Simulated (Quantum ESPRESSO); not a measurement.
Crystal: C.

```
C
1.0
     0.00000    1.78337    1.78337
     1.78337    0.00000    1.78337
     1.78337    1.78337    0.00000
C
2
Direct
  0.75000 0.75000 0.75000
  0.50000 0.50000 0.50000
```

This isn't the form of C at room conditions, which is graphite.

Base run:

* Program: Quantum ESPRESSO 7.5
* Functional: BLYP
* Potentials or basis: PseudoDojo 0.4.1 SR PBE standard
* Cutoff: 1116 eV
* Density cutoff: 4463 eV
* k mesh: 14 × 14 × 14, shifted
* Occupations: fermi-dirac, width 0.05 eV
* Spin: no spin polarisation

Its results: pressure 16.2 GPa; electronic dielectric tensor (diagonal) 5.69.

**Question.** After a change of settings the same cell gave: pressure -5.5 GPa; electronic dielectric tensor (diagonal) 5.82. Which change was it?
A. functional from BLYP to LDA; potentials or basis from PseudoDojo 0.4.1 SR PBE standard to PseudoDojo 0.4.1 SR LDA standard
B. functional from BLYP to AM05
C. functional from BLYP to PBEsol; potentials or basis from PseudoDojo 0.4.1 SR PBE standard to PseudoDojo 0.4.1 SR PBEsol standard
D. functional from BLYP to WC

**Answer.** B.

AM05 binds more tightly than BLYP, so the same cell stands under less pressure.

Caveats: the potentials were made for another functional, which shifts forces and pressure; the cell is more than 3 GPa from zero pressure, which shifts response properties.

Runs at the PBE level aren't shown here.
